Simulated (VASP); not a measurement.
# A VASP 6.6.1 single-point calculation on AgCl

INCAR

```
NBANDS = 16
ISIF = 2
GGA = PS
NELECT = 17
LASPH = .TRUE.
LWAVE = .FALSE.
LCHARG = .FALSE.
ENCUT = 520
IBRION = -1
SIGMA = 0.01
LREAL = .FALSE.
EDIFF = 1E-7
PREC = Accurate
ISMEAR = 0
NELM = 120
NSW = 0
```

KPOINTS

```
KPOINTS created by Atomic Simulation Environment
0
Monkhorst-Pack
8 8 8
0 0 0
```

POSCAR

```
Ag Cl
 1.0000000000000000
    -0.0000000000000000    2.9932461610011161    2.9932461610011161
     2.9932461610011161   -0.0000000000000000    2.9932461610011161
     2.9932461610011161    2.9932461610011161    0.0000000000000000
 Ag  Cl
   1   1
Cartesian
  0.0000000000000000  0.0000000000000000  0.0000000000000000
  1.4966230805005580  1.4966230805005580  1.4966230805005580
```

The recommended PBE PAW datasets give the neutral cell 18 valence electrons.

Command

```
mpirun -np 1 vasp_std
```

Q: Predict the outcome of this run.

A: It converged. Results: pressure -30.8 GPa.

OSZICAR

```
N       E                     dE             d eps       ncg     rms          rms(c)
DAV:   1     0.886191502714E+02    0.88619E+02   -0.72598E+03  1976   0.883E+02
DAV:   2    -0.369511412926E+01   -0.92314E+02   -0.84380E+02  2376   0.202E+02
DAV:   3    -0.759477029035E+01   -0.38997E+01   -0.38684E+01  2464   0.430E+01
DAV:   4    -0.762843553821E+01   -0.33665E-01   -0.33662E-01  2520   0.433E+00
DAV:   5    -0.762899657926E+01   -0.56104E-03   -0.56103E-03  2384   0.557E-01    0.688E+00
DAV:   6    -0.688592525570E+01    0.74307E+00   -0.54072E+00  2152   0.224E+01    0.710E+00
DAV:   7    -0.678915989557E+01    0.96765E-01   -0.43453E-01  2408   0.815E+00    0.332E+00
DAV:   8    -0.679588846973E+01   -0.67286E-02   -0.47132E-02  2224   0.144E+00    0.800E-01
DAV:   9    -0.679748208586E+01   -0.15936E-02   -0.18082E-03  2352   0.364E-01    0.230E-01
DAV:  10    -0.679823907527E+01   -0.75699E-03   -0.53782E-04  2232   0.230E-01    0.807E-02
DAV:  11    -0.679862016352E+01   -0.38109E-03   -0.41327E-04  2208   0.153E-01    0.199E-02
DAV:  12    -0.679863399463E+01   -0.13831E-04   -0.22246E-05  2456   0.427E-02    0.109E-02
DAV:  13    -0.679863520789E+01   -0.12133E-05   -0.26677E-06  2376   0.113E-02    0.154E-03
DAV:  14    -0.679863531525E+01   -0.10736E-06   -0.18411E-07  2144   0.284E-03    0.119E-03
DAV:  15    -0.679863529080E+01    0.24447E-07   -0.29349E-08  1952   0.133E-03
   1 F= -.67986353E+01 E0= -.67984914E+01  d E =-.287778E-03
```

The cell is charged and sits in a uniform background. The shifted mesh misses Γ, so a band edge there is missed.

For comparison, a separate PBEsol run of the intended cell, on usual settings and not on those above, gives a gap of 1.10 eV on its mesh and a pressure of -1.8 GPa.
